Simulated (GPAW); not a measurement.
GaN:

```
Ga N
1.0
     3.18000    0.00000    0.00000
    -1.59000    2.75396    0.00000
     0.00000    0.00000    5.16600
Ga N
2 2
Cartesian
  1.5900 0.9180 2.5830
  0.0000 1.8360 0.0000
  1.5900 0.9180 4.5203
  0.0000 1.8360 1.9373
```

| Property | Result |
| --- | --- |
| Program | GPAW 26.7.0 |
| Task | relaxation of cell and atoms |
| Functional | PBE |
| Dispersion | D4 |
| Potentials or basis | GPAW PAW data sets (gpaw-data 1.2.1) |
| Cutoff | 800 eV |
| Basis | pw |
| k mesh | 10 × 10 × 5 |
| Occupations | fermi-dirac, width 0.05 eV |
| Spin | no spin polarisation |

At the start: pressure 9.5 GPa; volume 11.31 Å³/atom.

Where does the relaxation end?

Over 19 steps the energy falls by 16.5 meV/atom and the volume is 11.80 Å³/atom (+4.3 %); space group P6_3mc (No. 186, to 0.05 Å).

The path:
| step | energy change (eV) | largest force (eV/Å) | pressure (GPa) | volume (Å³) |
| --- | --- | --- | --- | --- |
| 1 | 0.0000 | 0.1808 | 9.46 | 45.24 |
| 2 | -0.0147 | 0.1125 | 8.26 | 45.47 |
| 3 | -0.0362 | 0.0108 | 6.07 | 45.90 |
| 4 | -0.0552 | 0.0763 | 3.28 | 46.49 |
| 5 | -0.0648 | 0.1066 | 0.30 | 47.16 |
| 6 | -0.0637 | 0.0558 | -2.30 | 47.80 |
| 7 | -0.0638 | 0.0518 | -2.24 | 47.78 |
| 8 | -0.0642 | 0.0441 | -2.12 | 47.75 |
| 9 | -0.0647 | 0.0333 | -1.95 | 47.71 |
| 10 | -0.0652 | 0.0201 | -1.72 | 47.65 |
| 11 | -0.0657 | 0.0059 | -1.44 | 47.58 |
| 12 | -0.0660 | 0.0082 | -1.12 | 47.50 |
| 13 | -0.0661 | 0.0194 | -0.77 | 47.42 |
| 14 | -0.0662 | 0.0261 | -0.36 | 47.32 |
| 15 | -0.0659 | 0.0238 | 0.10 | 47.21 |
| 16 | -0.0659 | 0.0231 | 0.10 | 47.21 |
| 17 | -0.0659 | 0.0218 | 0.10 | 47.21 |
| 18 | -0.0659 | 0.0198 | 0.10 | 47.21 |
| 19 | -0.0659 | 0.0173 | 0.09 | 47.21 |

Final structure:
```
Ga N
1.0
     3.22426    0.00000    0.00000
    -1.61213    2.79229    0.00000
     0.00000    0.00000    5.24354
Ga N
2 2
Direct
  0.66667 0.33333 0.49912
  0.33333 0.66667 0.99912
  0.66667 0.33333 0.87586
  0.33333 0.66667 0.37585
```

Caveat: the data sets keep Ga 3d, Li 1s and Be 1s frozen, and some such compounds lay over 1.5 % in volume off other programs; later steps reuse the first step's grids.
